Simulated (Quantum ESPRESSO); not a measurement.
# CsPbBr3: dielectric tensor and Born charges under several settings

```xyz
5
Lattice="5.8700 0.0000 0.0000 0.0000 5.8700 0.0000 0.0000 0.0000 5.8700" Properties=species:S:1:pos:R:3 pbc="T T T"
Pb    2.9350    2.9350    2.9350
Cs    0.0000    0.0000    0.0000
Br    2.9350    2.9350    0.0000
Br    2.9350    0.0000    2.9350
Br    0.0000    2.9350    2.9350
```

Measurements of this composition are mostly on another form, of space group No. 62.

All runs used Quantum ESPRESSO 7.5; k mesh 4 × 4 × 4, shifted; given cell; no spin polarisation; cutoff 762 eV; occupations smeared at first, fixed for the response.

```tsv
level	potentials	pressure (GPa)	sum of the Born charges (e)
LDA	PseudoDojo 0.4.1 SR LDA standard	?	?
PBE	PseudoDojo 0.4.1 SR PBE standard	1.3	0.64
PBEsol	PseudoDojo 0.4.1 SR PBEsol standard	-0.1	0.69
WC	PseudoDojo 0.4.1 SR PBE standard	0.1	0.70
BLYP	PseudoDojo 0.4.1 SR PBE standard	2.8	0.62
```

What stands in the row left open?

Pressure -1.3 GPa; sum of the Born charges 0.71 e.

Caveats: the potentials were made for another functional, which shifts forces and pressure (some runs).

For the row left open. Caveat: the mesh is thin for the dielectric tensor, Born charges and intensities, which usually come out too large; the Born charges break their sum rule by 0.71 e, a sign of too thin a mesh.
